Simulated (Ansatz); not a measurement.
# Residual resistivity of an alloy: Ru(0001) with 2 layers of random Ru-V, 2x2

Wanted: resistance against the alloy's length, first Ru(0001) with 2 layers of random Ru-V, 2x2.

Method: Ansatz plane-wave DFT, PBE, PAW files; ballistic transport by layer matching (Landauer), zero bias; PAW set soft_1, in Ansatz 0.2.0.

**1. The starting structure**

The cell holds 48 atoms: 44 Ru and 4 V. Its edges and angles: a = 5.412 Å, b = 5.412 Å, c = 25.691 Å, α = 90.0°, β = 90.0°, γ = 120.0°. It derives from Ru. Regions: lead, 40 atoms (40 Ru); scattering region, 8 atoms (4 V and 4 Ru). The structure is stacked along c, and the current runs across the ab planes.

**2. With 2 alloy layers**

In 2 layers a share of 0.5 of the sites is given to V at random. The layers about the cell's end stay perfect and serve as the lead. Disorder leaves little or no symmetry, which makes such runs dear. Energies from -0.05 to 0.05 eV in steps of 0.05 eV are too few for the program's thermal sum, so it prints no conductance; for a metal the transmission near the Fermi level serves, at a fraction of the cost.

input.yaml

```yaml
crystal:
  lattice:
    - [5.4116, 0.0, 0.0]
    - [-2.7058, 4.6865830751, 0.0]
    - [0.0, 0.0, 25.6914]
  atoms:
    - { symbol: Ru, position: [0.1666666667, 0.3333333333, 0.0416666667] }
    - { symbol: Ru, position: [0.1666666667, 0.8333333333, 0.0416666667] }
    - { symbol: Ru, position: [0.6666666667, 0.3333333333, 0.0416666667] }
    - { symbol: Ru, position: [0.6666666667, 0.8333333333, 0.0416666667] }
    - { symbol: Ru, position: [0.3333333333, 0.1666666667, 0.125] }
    - { symbol: Ru, position: [0.3333333333, 0.6666666667, 0.125] }
    - { symbol: Ru, position: [0.8333333333, 0.1666666667, 0.125] }
    - { symbol: Ru, position: [0.8333333333, 0.6666666667, 0.125] }
    - { symbol: Ru, position: [0.1666666667, 0.3333333333, 0.2083333333] }
    - { symbol: Ru, position: [0.1666666667, 0.8333333333, 0.2083333333] }
    - { symbol: Ru, position: [0.6666666667, 0.3333333333, 0.2083333333] }
    - { symbol: Ru, position: [0.6666666667, 0.8333333333, 0.2083333333] }
    - { symbol: Ru, position: [0.3333333333, 0.1666666667, 0.2916666667] }
    - { symbol: Ru, position: [0.3333333333, 0.6666666667, 0.2916666667] }
    - { symbol: Ru, position: [0.8333333333, 0.1666666667, 0.2916666667] }
    - { symbol: Ru, position: [0.8333333333, 0.6666666667, 0.2916666667] }
    - { symbol: Ru, position: [0.1666666667, 0.3333333333, 0.375] }
    - { symbol: Ru, position: [0.1666666667, 0.8333333333, 0.375] }
    - { symbol: Ru, position: [0.6666666667, 0.3333333333, 0.375] }
    - { symbol: Ru, position: [0.6666666667, 0.8333333333, 0.375] }
    - { symbol: V, position: [0.3333333333, 0.1666666667, 0.4583333333] }
    - { symbol: Ru, position: [0.3333333333, 0.6666666667, 0.4583333333] }
    - { symbol: Ru, position: [0.8333333333, 0.1666666667, 0.4583333333] }
    - { symbol: V, position: [0.8333333333, 0.6666666667, 0.4583333333] }
    - { symbol: Ru, position: [0.1666666667, 0.3333333333, 0.5416666667] }
    - { symbol: Ru, position: [0.1666666667, 0.8333333333, 0.5416666667] }
    - { symbol: V, position: [0.6666666667, 0.3333333333, 0.5416666667] }
    - { symbol: V, position: [0.6666666667, 0.8333333333, 0.5416666667] }
    - { symbol: Ru, position: [0.3333333333, 0.1666666667, 0.625] }
    - { symbol: Ru, position: [0.3333333333, 0.6666666667, 0.625] }
    - { symbol: Ru, position: [0.8333333333, 0.1666666667, 0.625] }
    - { symbol: Ru, position: [0.8333333333, 0.6666666667, 0.625] }
    - { symbol: Ru, position: [0.1666666667, 0.3333333333, 0.7083333333] }
    - { symbol: Ru, position: [0.1666666667, 0.8333333333, 0.7083333333] }
    - { symbol: Ru, position: [0.6666666667, 0.3333333333, 0.7083333333] }
    - { symbol: Ru, position: [0.6666666667, 0.8333333333, 0.7083333333] }
    - { symbol: Ru, position: [0.3333333333, 0.1666666667, 0.7916666667] }
    - { symbol: Ru, position: [0.3333333333, 0.6666666667, 0.7916666667] }
    - { symbol: Ru, position: [0.8333333333, 0.1666666667, 0.7916666667] }
    - { symbol: Ru, position: [0.8333333333, 0.6666666667, 0.7916666667] }
    - { symbol: Ru, position: [0.1666666667, 0.3333333333, 0.875] }
    - { symbol: Ru, position: [0.1666666667, 0.8333333333, 0.875] }
    - { symbol: Ru, position: [0.6666666667, 0.3333333333, 0.875] }
    - { symbol: Ru, position: [0.6666666667, 0.8333333333, 0.875] }
    - { symbol: Ru, position: [0.3333333333, 0.1666666667, 0.9583333333] }
    - { symbol: Ru, position: [0.3333333333, 0.6666666667, 0.9583333333] }
    - { symbol: Ru, position: [0.8333333333, 0.1666666667, 0.9583333333] }
    - { symbol: Ru, position: [0.8333333333, 0.6666666667, 0.9583333333] }
kpoints:
  mp_grid: { grid: [5, 5, 1] }
hamiltonian:
  xc: pbe
  pseudopotentials: { kind: paw, azcp: { folder: soft_1 } }
scf:
  occupations: { method: fermi_dirac, width: 0.1 }
output:
  transmission:
    leads: [[0, 8]]
    kmesh: [10, 10]
    e_range: [-0.05, 0.05]
    de: 0.05
  write_potential: true
  write_density: true
  volumetric_format: npy
```

Run with:

```sh
> ansatz run input.yaml --threads 4 --pin off --max-ram 15360MiB --backend cpu --events-out ev --progress --plain --runs-dir out
```

Numbers of over 12 decimals in the logs are rounded to 6 here.

Log:

```text
Engine: ansatz 0.2.0, x86_64-unknown-linux-gnu
Pseudopotentials: kind: paw
Pseudopotential: Ru, paw, valence charge 16, recommended cutoff 420 eV (normal), soft_1/Ru.paw.azcp
Pseudopotential: V, paw, valence charge 13, recommended cutoff 420 eV (normal), soft_1/V.paw.azcp
Functional definition: PBE
  parameter kappa = 0.804
  parameter beta = 0.066725
  exchange = pbe_x(kappa = kappa, mu = beta*pi^2/3)
  correlation = pbe_c(beta = beta)
Crystal: 48 atoms, lattice volume = 651.583 Å³
Basis set: ecut = 420 eV, 12691 PW (Γ)
Bands: 454, of which v1, the nominal top of the filled ones, is band 378 counted from 1 (377 counted from 0)
Symmetry: 2 space group operations
Space group: C2 (ITA 5), of the structure as read, at distance tolerance 8.7e-5 Å
k-points: 9 of 25 (time reversal used)
Non-local potential: Ru, projectors of the file, l = 0: 3, l = 1: 2, l = 2: 2, l = 3: 1
Non-local potential: V, projectors of the file, l = 0: 3, l = 1: 2, l = 2: 3, l = 3: 1
PAW form: soft (Blöchl's): semilocal exchange-correlation on the pseudo side does not see the compensation charge
PAW one-centre angular grid: Ru, 590 points (default); XC on 64 Gauss nodes
PAW one-centre angular grid: V, 590 points (default); XC on 64 Gauss nodes
Initial density: superposition of atomic densities (chi_scale 0.1, normalization cell, long waves of neutral atoms (reshape's long-wave potential 7.79 eV rms, cloud 2.99 Å wide))
Initial wavefunctions: pseudopotential atomic-orbital guess
Functional: x = pbe(κ = 0.804, μ = 0.219515), c = pbe(β = 0.066725)
SCF iter   1: F=—  HF=-270435.533912 eV  |F-HF|=—  |Δ(HF+E_count)|=         —  Δρ=3.33e-1  dr2=6.04e3  ethr=3.10e-3  ⟨swp⟩=5.0  Hψ=12959  notcnv=0
preconditioner: auto → Kerker (q_TF=auto, 2.797 Å⁻¹)  [metal: Δε(μ)=0.017 eV  Ē_g=5.122 eV  σ=0.100 eV  W_gap=0.04  n_scr=268 (ndim 8)  ℏωp=28.1 eV  f_vac=0.000  D(μ)=41.91/eV (n_scr^D=404)]
SCF iter   2: F=—  HF=-270337.186210 eV  |F-HF|=—  |Δ(HF+E_count)|=    9.83e1  Δρ=1.03e-1  dr2=3.02e2  ethr=3.10e-3  ⟨swp⟩=4.2  Hψ=9176  notcnv=0  defer=45
SCF iter   3: F=—  HF=-270321.220448 eV  |F-HF|=—  |Δ(HF+E_count)|=    1.60e1  Δρ=6.07e-2  dr2=1.03e2  ethr=3.10e-3  ⟨swp⟩=3.2  Hψ=7184  notcnv=0  defer=32
SCF iter   4: F=—  HF=-270315.633426 eV  |F-HF|=—  |Δ(HF+E_count)|=    5.59e0  Δρ=1.19e-2  dr2=1.39e1  ethr=3.10e-3  ⟨swp⟩=3.4  Hψ=9282  notcnv=0  defer=32
SCF iter   5: F=—  HF=-270315.368230 eV  |F-HF|=—  |Δ(HF+E_count)|=   2.65e-1  Δρ=9.14e-3  dr2=1.62e0  ethr=1.84e-3  ⟨swp⟩=2.7  Hψ=4749  notcnv=0  defer=27
SCF iter   6: F=—  HF=-270315.307024 eV  |F-HF|=—  |Δ(HF+E_count)|=   6.12e-2  Δρ=1.25e-3  dr2=1.12e-1  ethr=2.15e-4  ⟨swp⟩=1.1  Hψ=4061  notcnv=0  defer=27
SCF iter   7: F=—  HF=-270315.303040 eV  |F-HF|=—  |Δ(HF+E_count)|=   3.98e-3  Δρ=4.69e-4  dr2=7.84e-3  ethr=1.48e-5  ⟨swp⟩=1.9  Hψ=4450  notcnv=0  defer=27
SCF iter   8: F=—  HF=-270315.302776 eV  |F-HF|=—  |Δ(HF+E_count)|=   2.64e-4  Δρ=1.30e-4  dr2=5.30e-4  ethr=1.04e-6  ⟨swp⟩=1.4  Hψ=4140  notcnv=0  defer=24
SCF iter   9: F=—  HF=-270315.302750 eV  |F-HF|=—  |Δ(HF+E_count)|=   2.64e-5  Δρ=4.73e-5  dr2=5.28e-5  ethr=7.01e-8  ⟨swp⟩=1.1  Hψ=4063  notcnv=0  defer=24
SCF iter  10: F=—  HF=-270315.304070 eV  |F-HF|=—  |Δ(HF+E_count)|=   1.32e-3  Δρ=7.44e-6  dr2=3.49e-6  ethr=6.98e-9  ⟨swp⟩=1.2  Hψ=4302  notcnv=0  defer=24
SCF iter  11: F=—  HF=-270315.304070 eV  |F-HF|=—  |Δ(HF+E_count)|=   8.54e-8  Δρ=2.44e-6  dr2=1.25e-7  ethr=4.62e-10  ⟨swp⟩=1.4  Hψ=4344  notcnv=0  defer=24
SCF iter  12: F=-270315.304070 eV  HF=-270315.304070 eV  |F-HF|=1.48e-8  |Δ(HF+E_count)|=   1.05e-8  Δρ=5.55e-7  dr2=1.54e-8  ethr=1.32e-11  ⟨swp⟩=8.2  Hψ=9581  notcnv=0
SCF 1 converged in 12 iterations: F = -270315.304070 eV  dr2 = 1.54e-8
  greatest PAW one-centre occupation: 1.000 electrons in one spin orbital (limit 2), on the V atom at site 27 (counted from 0), in its partial waves of l = 0
transmission: 251 of 2496 steps passed
transmission: 500 of 2496 steps passed
[...]
transmission: 2496 of 2496 steps passed
SCF converged after 12 iterations
Free energy (F): -270315.304070 eV
Harris-Foulkes:  -270315.304070 eV  (|F-HF|=1.48e-8)
Internal energy: -270313.574641 eV  (E = F + TS)
E sigma→0 (E₀):  -270314.439356 eV
Entropy (-TS):   -1.729429 eV (-36.030 meV/atom)
Fermi energy:    22.756209 eV
--- Per-component energies (eV) ---
  E_band       = -3122.325384
  E_kinetic    = 21441.417987
  E_local      = -61529.183609  (includes V_loc(G=0)·N_el)
  E_nonlocal   = 18476.237106
  E_hartree    = 20985.958418
  E_xc         = -7947.827398
  E_vxc        = -10051.794598  (∫ρ·V_xc dr)
  E_paw        = -158566.367050  (= ΣΔE_a)
  E_vpaw       = -13430.957259  (= ΣTr[D̂ρ^β])
  E_aug_tail   = 0.031586  (compensation charges beyond the density's cutoff)
  E_ewald      = -103173.841680
  E_smearing   = -1.729429  (= −TS)
  E_closure    = 0.000000  (closes the sum)
  Σ components = -270315.304070   (vs F -270315.304070, Δ=0.00e0)
--- Band table (eV; the first three rows and the last of 9) ---
  k-point 0: bands = [... 374 lower, 23.4199, 23.4201, 23.4456, 23.4568, 23.4914, 23.5280, 23.5691, 23.5760, ... 72 higher]
  k-point 1: bands = [... 374 lower, 22.8834, 22.9376, 22.9810, 23.0283, 23.0632, 23.1492, 23.1718, 23.1996, ... 72 higher]
  k-point 2: bands = [... 374 lower, 22.4450, 22.5326, 22.5362, 22.6232, 22.6328, 22.6442, 22.6568, 22.6778, ... 72 higher]
  k-point 8: bands = [... 374 lower, 22.5551, 22.6306, 22.6315, 22.6544, 22.7077, 22.8046, 22.8196, 22.8216, ... 72 higher]
--- Transmission ---
  basis      : 223 plane waves across, 48 finite elements along
  points     : 52, standing for a mesh of 10 x 10
  energies   : 3 from -0.050000 to 0.050000 eV about the Fermi level, 0.050000 eV apart; the leads are filled to 0.000000 eV, and channels, transmission and decay are at 0.000000 eV
  crystal 0  : Ru8, at the sites [0, 8], period 4.2819 Å, over 21.41 Å; its Hamiltonian steps by up to 29.3 meV: too much for a lead, lay more layers or, if its atoms are ordered, name the step of that order
    offset         : up to 0.0000 Å between an atom of the period and one for which it stands
    channels       : 5.280000e0 a spin
    conductance    : none, the energies end too early or step too widely for 300 K: set another output.transmission.e_range or a lower de, or, where they end at an eighth of basis.ecutwfc, a higher one
  junction   : crystal 0 to crystal 0, 0.70 to 22.11 Å
    transmission   : 2.877801e0 a spin
    conductance    : none, the energies end too early or step too widely for 300 K: set another output.transmission.e_range or a lower de, or, where they end at an eighth of basis.ecutwfc, a higher one
```

It took 5.1 min on 4 threads of AMD EPYC 9R14 (Zen 4), shared host; peak memory 5.9 GiB.

This run has no spin polarisation, although V can carry a moment.

This step gave:

* free energy: -270315.3041 eV
* energy at zero smearing: -270314.4394 eV
* Fermi energy: 22.76 eV
* cell area: 25.36 Å²
* transmission per spin nearest the Fermi level: 2.878
* open channels per spin nearest the Fermi level: 5.28
* step of the lead's potential: 29.3 meV

Per spin. Transmission, zone mean against energy, zero at the Fermi level:

| energy (eV) | transmission, zone mean |
| --- | --- |
| -0.0500 | 2.79 |
| 0.0000 | 2.88 |
| 0.0500 | 3.01 |

Per spin. Table of open channels, zone mean, lead by energy, zero at the Fermi level:

| energy (eV) | open channels, zone mean, lead |
| --- | --- |
| -0.0500 | 5.16 |
| 0.0000 | 5.28 |
| 0.0500 | 5.92 |

Transmission over k1 and k2. At 0.0000 eV from the Fermi level.

Ten even steps from '_' (0.80) to '@' (8.00):
```
..--::::::::________
__::--::::::::______
__::::==**==::::____
..::::**@@@@**::::..
------==@@@@@@==----
....::::**@@@@**::::
______::::==**==::::
________::::::::--::
..________::::::::--
--..______::______..
```
Columns: k1 (b1) from -0.5 to 0.4; rows upwards: k2 (b2) from -0.5 to 0.4.

Open channels over k1 and k2. At 0.0000 eV from the Fermi level.

Ten even steps from '0' (2.0) to '9' (12.0):
```
2433342101
1333333100
1335753311
2337997332
4435999534
2233799733
1113357533
1001333333
2101243334
4211242112
```
Columns: k1 (b1) from -0.5 to 0.4; rows upwards: k2 (b2) from -0.5 to 0.4.

Over the solved energies the transmission per spin lies between 2.79 and 3.01, out of 5.45 channels of the lead on average (up to 5.92). The log calls the step of a lead's potential too much.

**3. With 6 alloy layers**

In 6 layers a share of 0.5 of the sites is given to V at random. A fresh draw is used; the growth of the resistance with length is what counts.

System of this step: Ru(0001) with 6 layers of random Ru-V, 2x2. The cell holds 64 atoms: 52 Ru and 12 V. Its edges and angles: a = 5.412 Å, b = 5.412 Å, c = 34.255 Å, α = 90.0°, β = 90.0°, γ = 120.0°. It derives from Ru. Regions: lead, 40 atoms (40 Ru); scattering region, 24 atoms (12 Ru and 12 V). The structure is stacked along c, and the current runs across the ab planes.

input.yaml

```yaml
crystal:
  lattice:
    - [5.4116, 0.0, 0.0]
    - [-2.7058, 4.6865830751, 0.0]
    - [0.0, 0.0, 34.2552]
  atoms:
    - { symbol: Ru, position: [0.1666666667, 0.3333333333, 0.03125] }
    - { symbol: Ru, position: [0.1666666667, 0.8333333333, 0.03125] }
    - { symbol: Ru, position: [0.6666666667, 0.3333333333, 0.03125] }
    - { symbol: Ru, position: [0.6666666667, 0.8333333333, 0.03125] }
    - { symbol: Ru, position: [0.3333333333, 0.1666666667, 0.09375] }
    - { symbol: Ru, position: [0.3333333333, 0.6666666667, 0.09375] }
    - { symbol: Ru, position: [0.8333333333, 0.1666666667, 0.09375] }
    - { symbol: Ru, position: [0.8333333333, 0.6666666667, 0.09375] }
    - { symbol: Ru, position: [0.1666666667, 0.3333333333, 0.15625] }
    - { symbol: Ru, position: [0.1666666667, 0.8333333333, 0.15625] }
    - { symbol: Ru, position: [0.6666666667, 0.3333333333, 0.15625] }
    - { symbol: Ru, position: [0.6666666667, 0.8333333333, 0.15625] }
    - { symbol: Ru, position: [0.3333333333, 0.1666666667, 0.21875] }
    - { symbol: Ru, position: [0.3333333333, 0.6666666667, 0.21875] }
    - { symbol: Ru, position: [0.8333333333, 0.1666666667, 0.21875] }
    - { symbol: Ru, position: [0.8333333333, 0.6666666667, 0.21875] }
    - { symbol: Ru, position: [0.1666666667, 0.3333333333, 0.28125] }
    - { symbol: Ru, position: [0.1666666667, 0.8333333333, 0.28125] }
    - { symbol: Ru, position: [0.6666666667, 0.3333333333, 0.28125] }
    - { symbol: Ru, position: [0.6666666667, 0.8333333333, 0.28125] }
    - { symbol: Ru, position: [0.3333333333, 0.1666666667, 0.34375] }
    - { symbol: Ru, position: [0.3333333333, 0.6666666667, 0.34375] }
    - { symbol: V, position: [0.8333333333, 0.1666666667, 0.34375] }
    - { symbol: Ru, position: [0.8333333333, 0.6666666667, 0.34375] }
    - { symbol: V, position: [0.1666666667, 0.3333333333, 0.40625] }
    - { symbol: Ru, position: [0.1666666667, 0.8333333333, 0.40625] }
    - { symbol: V, position: [0.6666666667, 0.3333333333, 0.40625] }
    - { symbol: Ru, position: [0.6666666667, 0.8333333333, 0.40625] }
    - { symbol: V, position: [0.3333333333, 0.1666666667, 0.46875] }
    - { symbol: V, position: [0.3333333333, 0.6666666667, 0.46875] }
    - { symbol: Ru, position: [0.8333333333, 0.1666666667, 0.46875] }
    - { symbol: V, position: [0.8333333333, 0.6666666667, 0.46875] }
    - { symbol: V, position: [0.1666666667, 0.3333333333, 0.53125] }
    - { symbol: Ru, position: [0.1666666667, 0.8333333333, 0.53125] }
    - { symbol: Ru, position: [0.6666666667, 0.3333333333, 0.53125] }
    - { symbol: V, position: [0.6666666667, 0.8333333333, 0.53125] }
    - { symbol: V, position: [0.3333333333, 0.1666666667, 0.59375] }
    - { symbol: Ru, position: [0.3333333333, 0.6666666667, 0.59375] }
    - { symbol: V, position: [0.8333333333, 0.1666666667, 0.59375] }
    - { symbol: Ru, position: [0.8333333333, 0.6666666667, 0.59375] }
    - { symbol: V, position: [0.1666666667, 0.3333333333, 0.65625] }
    - { symbol: V, position: [0.1666666667, 0.8333333333, 0.65625] }
    - { symbol: Ru, position: [0.6666666667, 0.3333333333, 0.65625] }
    - { symbol: Ru, position: [0.6666666667, 0.8333333333, 0.65625] }
    - { symbol: Ru, position: [0.3333333333, 0.1666666667, 0.71875] }
    - { symbol: Ru, position: [0.3333333333, 0.6666666667, 0.71875] }
    - { symbol: Ru, position: [0.8333333333, 0.1666666667, 0.71875] }
    - { symbol: Ru, position: [0.8333333333, 0.6666666667, 0.71875] }
    - { symbol: Ru, position: [0.1666666667, 0.3333333333, 0.78125] }
    - { symbol: Ru, position: [0.1666666667, 0.8333333333, 0.78125] }
    - { symbol: Ru, position: [0.6666666667, 0.3333333333, 0.78125] }
    - { symbol: Ru, position: [0.6666666667, 0.8333333333, 0.78125] }
    - { symbol: Ru, position: [0.3333333333, 0.1666666667, 0.84375] }
    - { symbol: Ru, position: [0.3333333333, 0.6666666667, 0.84375] }
    - { symbol: Ru, position: [0.8333333333, 0.1666666667, 0.84375] }
    - { symbol: Ru, position: [0.8333333333, 0.6666666667, 0.84375] }
    - { symbol: Ru, position: [0.1666666667, 0.3333333333, 0.90625] }
    - { symbol: Ru, position: [0.1666666667, 0.8333333333, 0.90625] }
    - { symbol: Ru, position: [0.6666666667, 0.3333333333, 0.90625] }
    - { symbol: Ru, position: [0.6666666667, 0.8333333333, 0.90625] }
    - { symbol: Ru, position: [0.3333333333, 0.1666666667, 0.96875] }
    - { symbol: Ru, position: [0.3333333333, 0.6666666667, 0.96875] }
    - { symbol: Ru, position: [0.8333333333, 0.1666666667, 0.96875] }
    - { symbol: Ru, position: [0.8333333333, 0.6666666667, 0.96875] }
kpoints:
  mp_grid: { grid: [5, 5, 1] }
hamiltonian:
  xc: pbe
  pseudopotentials: { kind: paw, azcp: { folder: soft_1 } }
scf:
  occupations: { method: fermi_dirac, width: 0.1 }
output:
  transmission:
    leads: [[0, 8]]
    kmesh: [10, 10]
    e_range: [-0.05, 0.05]
    de: 0.05
  write_potential: true
  write_density: true
  volumetric_format: npy
```

Log:

```text
[...]
Crystal: 64 atoms, lattice volume = 868.777 Å³
Basis set: ecut = 420 eV, 16909 PW (Γ)
Bands: 593, of which v1, the nominal top of the filled ones, is band 494 counted from 1 (493 counted from 0)
Symmetry: 1 space group operations
[...]
k-points: 13 of 25 (time reversal used)
[...]
SCF iter   1: F=—  HF=-340869.859729 eV  |F-HF|=—  |Δ(HF+E_count)|=         —  Δρ=4.28e-1  dr2=3.20e4  ethr=3.10e-3  ⟨swp⟩=5.0  Hψ=24161  notcnv=0
[...]
SCF iter  12: F=-340645.409676 eV  HF=-340645.409676 eV  |F-HF|=4.62e-8  |Δ(HF+E_count)|=   5.41e-9  Δρ=6.73e-7  dr2=4.72e-8  ethr=1.01e-11  ⟨swp⟩=5.2  Hψ=18445  notcnv=0
SCF 1 converged in 12 iterations: F = -340645.409676 eV  dr2 = 4.72e-8
[...]
transmission: 329 of 3276 steps passed
transmission: 656 of 3276 steps passed
[...]
transmission: 3276 of 3276 steps passed
SCF converged after 12 iterations
Free energy (F): -340645.409676 eV
[...]
Internal energy: -340643.036613 eV  (E = F + TS)
E sigma→0 (E₀):  -340644.223145 eV
Entropy (-TS):   -2.373063 eV (-37.079 meV/atom)
Fermi energy:    22.053075 eV
[...]
--- Band table (eV; the first three rows and the last of 13) ---
  k-point 0: bands = [... 490 lower, 22.7600, 22.7822, 22.8370, 22.8445, 22.8665, 22.9147, 22.9329, 22.9376, ... 95 higher]
  k-point 1: bands = [... 490 lower, 22.2512, 22.2736, 22.2887, 22.3032, 22.3276, 22.3618, 22.3967, 22.4351, ... 95 higher]
  k-point 2: bands = [... 490 lower, 21.8139, 21.8298, 21.8501, 21.8780, 21.8945, 21.9274, 21.9409, 21.9671, ... 95 higher]
  k-point 12: bands = [... 490 lower, 21.8907, 21.9034, 21.9462, 21.9772, 22.0333, 22.0393, 22.0742, 22.0936, ... 95 higher]
--- Transmission ---
  basis      : 223 plane waves across, 63 finite elements along
  points     : 52, standing for a mesh of 10 x 10
[...]
channels       : 5.280000e0 a spin
[...]
junction   : crystal 0 to crystal 0, 0.70 to 30.67 Å
    transmission   : 1.984967e0 a spin
[...]
```

Wall time 9.1 min (4 threads); peak memory 10 GiB; 34 min of CPU time.

This step gave:

* free energy: -340645.4097 eV
* energy at zero smearing: -340644.2231 eV
* Fermi energy: 22.05 eV
* transmission per spin nearest the Fermi level: 1.985
* step of the lead's potential: 31.1 meV

Per spin. Table of transmission, zone mean by energy, zero at the Fermi level:

| energy (eV) | transmission, zone mean |
| --- | --- |
| -0.0500 | 1.95 |
| 0.0000 | 1.98 |
| 0.0500 | 2.07 |

Over the solved energies the transmission per spin lies between 1.95 and 2.07, out of 5.46 channels of the lead on average (up to 5.93). The log calls the step of a lead's potential too much.

(Part 1 of 2 ends here.)

[Logs are printed without paths, hosts, clocks, repeated set-up lines and the standing remarks that a program may print on its own settings, such as how far it seeks lower states.]

[Hosts, paths, dates, database ids (printed as entryN), source tags and the programs' standing remarks are cut or masked in the printed files.]
